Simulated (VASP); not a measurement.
# ZnO (zincite) (P6_3mc) in VASP: a series of runs, part 2 of 2

VASP 6.6.1.

**3. Dielectric tensor, PBE**

Contents of INCAR:

```
PREC     = Accurate       # precision mode
ENCUT    = 520            # plane-wave cutoff, eV
EDIFF    = 1E-8           # SCF threshold, eV
ISMEAR   = 0              # smearing method
SIGMA    = 0.01           # smearing width, eV
LREAL    = False          # projectors in reciprocal space
LASPH    = True           # aspherical terms in the spheres
NELM     = 100            # most SCF steps
ALGO     = Normal         # electronic algorithm
ISIF     = 2              # what is computed and relaxed
LWAVE    = False          # write WAVECAR
LCHARG   = False          # write CHGCAR
GGA      = PE             # functional
LEPSILON = True           # dielectric tensor by DFPT
```

Contents of KPOINTS:

```
Automatic mesh
0
Gamma
  9 9 5
```

Contents of POSCAR:

```
ZnO
1.0
    3.2493080000      0.0000000000      0.0000000000
   -1.6246540000      2.8139832727      0.0000000000
    0.0000000000      0.0000000000      5.2057090000
Zn O
2 2
Direct
    0.6666666667      0.3333333333      0.0000000000
    0.3333333333      0.6666666667      0.5000000000
    0.3333333333      0.6666666667      0.8790100000
    0.6666666667      0.3333333333      0.3790100000
```

Potentials or basis: VASP PAW PBE potentials, release 64 (Zn, O).

Run with:

```bash
$ cat potpaw_PBE.64/Zn/POTCAR potpaw_PBE.64/O/POTCAR > POTCAR
$ mpirun -np 1 vasp_std > vasp.out
```

OUTCAR:

```text
PREC = Accurate
   ENCUT = 520
   EDIFF = 1E-8
   ISMEAR = 0
   LREAL = False
   LASPH = True
   NELM = 100
   ISIF = 2
   GGA = PE
   LEPSILON = True

 Found     36 irreducible k-points:

 Following reciprocal coordinates:
            Coordinates               Weight
  0.000000  0.000000  0.000000      1.000000
  0.111111  0.000000  0.000000      6.000000
  0.222222  0.000000  0.000000      6.000000
  0.333333  0.000000  0.000000      6.000000
  0.444444  0.000000  0.000000      6.000000
  0.111111  0.111111  0.000000      6.000000
   k-points           NKPTS =     36   k-points in BZ     NKDIM =     36   number of bands    NBANDS=     22
   number of dos      NEDOS =    301   number of ions     NIONS =      4
   total plane-waves  NPLWV =  23040
   dimension x,y,z NGX =    24 NGY =   24 NGZ =   40
[... 295 lines left out ...]
           0.000000     5.903701     0.000000
           0.000000    -0.000000     5.782240
 ------------------------------------------------------

 PIEZOELECTRIC TENSOR (including local field effects)  for field in x, y, z        (e  Angst)
          XX          YY          ZZ          XY          YZ          ZX
  --------------------------------------------------------------------------------
  x     0.00000     0.00000     0.00000     0.00000     0.00000     1.21332
  y     0.00000     0.00000     0.00000    -0.00000     1.21332     0.00000
  z     1.14353     1.14353    -2.31384     0.00000     0.00000     0.00000

 PIEZOELECTRIC TENSOR (including local field effects)  for field in x, y, z        (C/m^2)
          XX          YY          ZZ          XY          YZ          ZX
  --------------------------------------------------------------------------------
  x     0.00000     0.00000     0.00000     0.00000     0.00000     0.40841
  y     0.00000     0.00000     0.00000    -0.00000     0.40841     0.00000
  z     0.38492     0.38492    -0.77885     0.00000     0.00000     0.00000

 BORN EFFECTIVE CHARGES (including local field effects) (in |e|, cummulative output)
 ---------------------------------------------------------------------------------
 ion    1
    1     2.13584     0.00000     0.00000
    2     0.00000     2.13584     0.00000
    3    -0.00000     0.00000     2.18114
 ion    2
    1     2.13584     0.00000     0.00000
    2     0.00000     2.13584     0.00000
    3     0.00000     0.00000     2.18114
 ion    3
    1    -2.13584     0.00000     0.00000
    2     0.00000    -2.13584     0.00000
    3    -0.00000     0.00000    -2.18114
 ion    4
    1    -2.13584     0.00000     0.00000
    2     0.00000    -2.13584     0.00000
    3     0.00000     0.00000    -2.18114
```

OSZICAR:

```text
N       E                     dE             d eps       ncg     rms          rms(c)
DAV:   1     0.283174731613E+03    0.28317E+03   -0.18802E+04  1600   0.239E+03
[... 13 lines left out ...]
RMM:   6    -0.661494125630E+00   -0.13857E-02   -0.34977E-05  2662   0.464E-02    0.718E-03
RMM:   7    -0.661592676053E+00   -0.98550E-04   -0.16627E-06  2573   0.893E-03    0.193E-03
RMM:   8    -0.661689047555E+00   -0.96372E-04   -0.14595E-07  2674   0.358E-03    0.390E-04
RMM:   9    -0.661689213160E+00   -0.16560E-06    0.73284E-08  2688   0.853E-04    0.178E-04
RMM:  10    -0.661690448806E+00   -0.12356E-05    0.12330E-07  2426   0.399E-04    0.320E-05
RMM:  11    -0.661691249005E+00   -0.80020E-06    0.77513E-08  1186   0.595E-05    0.107E-05
RMM:  12    -0.661690959885E+00    0.28912E-06    0.26835E-09  1159   0.621E-05    0.237E-06
```

stdout:

```text
POSCAR found type information on POSCAR ZnO
 POSCAR found :  2 types and       4 ions
 scaLAPACK will be used
 LDA part: xc-table for (Slater+PW92), standard interpolation
 POSCAR, INCAR and KPOINTS ok, starting setup
 FFT: planning ... GRIDC
 FFT: planning ... GRID_SOFT
 FFT: planning ... GRID
 WAVECAR not read
[... 92 lines left out ...]
 Linear response to external field (no local field effect), progress :
  Direction:   3
 dielectric tensor                  component  3 :    -0.404    -0.317     5.868
 Linear response to external field, progress :
  Direction:   1
 dielectric tensor                  component  1 :     5.904    -0.274    -0.000
 Linear response to external field, progress :
  Direction:   2
 dielectric tensor                  component  2 :    -0.565     5.904    -0.000
 Linear response to external field, progress :
  Direction:   3
 dielectric tensor                  component  3 :    -0.400    -0.314     5.782
 Born effective charges drift removed
```

Run time: 3.4 min. Hardware: 1 thread of Intel Xeon Platinum 8488C (Sapphire Rapids), shared host; peak memory 0.38 GiB.

These settings aren't checked as converged: the numbers below hold their error.

What came out:

- Band gap on the k mesh: 0.79 eV, direct
- Electronic dielectric tensor (diagonal): 5.90, 5.90, 5.78
- Born charges (mean of the diagonal): Zn +2.15; O -2.15 e

**4. Band structure, HSE06**

POSCAR is that of step 3.

Contents of INCAR.step1:

```
SYSTEM = ZnO
PREC     = Accurate       ! precision mode
ENCUT    = 520            ! plane-wave cutoff, eV
EDIFF    = 1E-5           ! SCF threshold, eV
ISMEAR   = 0              ! smearing method
SIGMA    = 0.02           ! smearing width, eV
LREAL    = .FALSE.        ! projectors in reciprocal space
LASPH    = .TRUE.         ! aspherical terms in the spheres
NELM     = 60             ! most SCF steps
ALGO     = Normal         ! electronic algorithm
ISIF     = 2              ! what is computed and relaxed
LWAVE    = .TRUE.         ! write WAVECAR
LCHARG   = .FALSE.        ! write CHGCAR
GGA      = PE             ! functional
KPAR     = 4
```

Contents of INCAR.step2:

```
SYSTEM = ZnO
PREC     = Accurate       ! precision mode
ENCUT    = 520            ! plane-wave cutoff, eV
EDIFF    = 1E-6           ! SCF threshold, eV
ISMEAR   = 0              ! smearing method
SIGMA    = 0.02           ! smearing width, eV
LREAL    = .FALSE.        ! projectors in reciprocal space
LASPH    = .TRUE.         ! aspherical terms in the spheres
NELM     = 60             ! most SCF steps
ALGO     = Normal         ! electronic algorithm
ISIF     = 2              ! what is computed and relaxed
LWAVE    = .FALSE.        ! write WAVECAR
LCHARG   = .FALSE.        ! write CHGCAR
GGA      = PE             ! functional
LHFCALC  = .TRUE.         ! exact exchange
HFSCREEN = 0.2            ! screening, 1/A
PRECFOCK = Fast         
ISTART   = 1            
KPAR     = 4
```

Contents of KPOINTS:

```
regular mesh
0
G
  6 6 4
  0 0 0
```

Contents of KPOINTS_OPT:

```
path GMKGALHA,LM,KH
8
line-mode
reciprocal
 0.0000000000  0.0000000000  0.0000000000  G
 0.5000000000  0.0000000000  0.0000000000  M

 0.5000000000  0.0000000000  0.0000000000  M
 0.3333333333  0.3333333333  0.0000000000  K

 0.3333333333  0.3333333333  0.0000000000  K
 0.0000000000  0.0000000000  0.0000000000  G

 0.0000000000  0.0000000000  0.0000000000  G
 0.0000000000  0.0000000000  0.5000000000  A

 0.0000000000  0.0000000000  0.5000000000  A
 0.5000000000  0.0000000000  0.5000000000  L

 0.5000000000  0.0000000000  0.5000000000  L
 0.3333333333  0.3333333333  0.5000000000  H

 0.3333333333  0.3333333333  0.5000000000  H
 0.0000000000  0.0000000000  0.5000000000  A

 0.5000000000  0.0000000000  0.5000000000  L
 0.5000000000  0.0000000000  0.0000000000  M

 0.3333333333  0.3333333333  0.0000000000  K
 0.3333333333  0.3333333333  0.5000000000  H
```

Run with:

```bash
$ cat potpaw_PBE.64/Zn/POTCAR potpaw_PBE.64/O/POTCAR > POTCAR
$ cp INCAR.step1 INCAR
$ mpirun -np 4 vasp_std > vasp.out
$ cp INCAR.step2 INCAR
$ mpirun -np 4 vasp_std > vasp.out
```

Wall time 46 min (4 MPI ranks of Intel Xeon Platinum 8375C at 2.90GHz (Ice Lake), shared host); peak memory 0.34 GiB.

Results (log left out):

* Free energy: -22.7553 eV
* Pressure: 1.7 GPa
* Largest force: 0.083 eV/Å
* Band gap on the k mesh: 2.50 eV, direct
* Band gap along the path: 2.50 eV, direct

Forces in eV/Å, atoms in the order of the input:
```
Zn   0.000  0.000 -0.083
Zn   0.000  0.000 -0.083
O    0.000  0.000  0.083
O    0.000  0.000  0.083
```

Stress tensor (GPa, compression positive):
```
1.19 0.00 0.00
0.00 1.19 0.00
0.00 0.00 2.61
```

Levels at the corners of the path, in eV from the valence-band top:
```
point  band 15  band 16  band 17  band 18  band 19  band 20  band 21  band 22
    Γ    -0.87    -0.06     0.00     0.00     2.50     7.21    10.36    15.00
    M    -3.06    -2.40    -1.40    -0.87     7.80     8.69     9.44    10.79
    M    -3.06    -2.40    -1.40    -0.87     7.80     8.69     9.44    10.79
    K    -3.89    -2.10    -2.10    -1.84     9.41     9.92     9.92    10.06
    K    -3.89    -2.10    -2.10    -1.84     9.41     9.92     9.92    10.06
    Γ    -0.87    -0.06     0.00     0.00     2.50     7.21    10.36    15.00
    Γ    -0.87    -0.06     0.00     0.00     2.50     7.21    10.36    15.00
    A    -0.43    -0.43    -0.43    -0.43     5.26     5.26    12.24    12.24
    A    -0.43    -0.43    -0.43    -0.43     5.26     5.26    12.24    12.24
    L    -1.60    -1.60    -1.44    -1.44     7.55     7.55    10.70    10.70
    L    -1.60    -1.60    -1.44    -1.44     7.55     7.55    10.70    10.70
    H    -2.94    -2.94    -1.28    -1.28     9.87     9.87    10.07    10.07
    H    -2.94    -2.94    -1.28    -1.28     9.87     9.87    10.07    10.07
    A    -0.43    -0.43    -0.43    -0.43     5.26     5.26    12.24    12.24
    L    -1.60    -1.60    -1.44    -1.44     7.55     7.55    10.70    10.70
    M    -3.06    -2.40    -1.40    -0.87     7.80     8.69     9.44    10.79
    K    -3.89    -2.10    -2.10    -1.84     9.41     9.92     9.92    10.06
    H    -2.94    -2.94    -1.28    -1.28     9.87     9.87    10.07    10.07
```

Caveat: the PAW data sets were made with another functional, which shifts forces and pressure a little.

**5. Comparison with measurements**

Step 4. Against the measured gap of ZnO, 3.37 eV (quoted in “Electronic structure of alkaline earth and post-transition metal oxides”, 2009, arxiv:0908.1581), the calculated 2.50 eV is off by -0.87 eV. The value is that of HSE06, without temperature or zero-point motion.
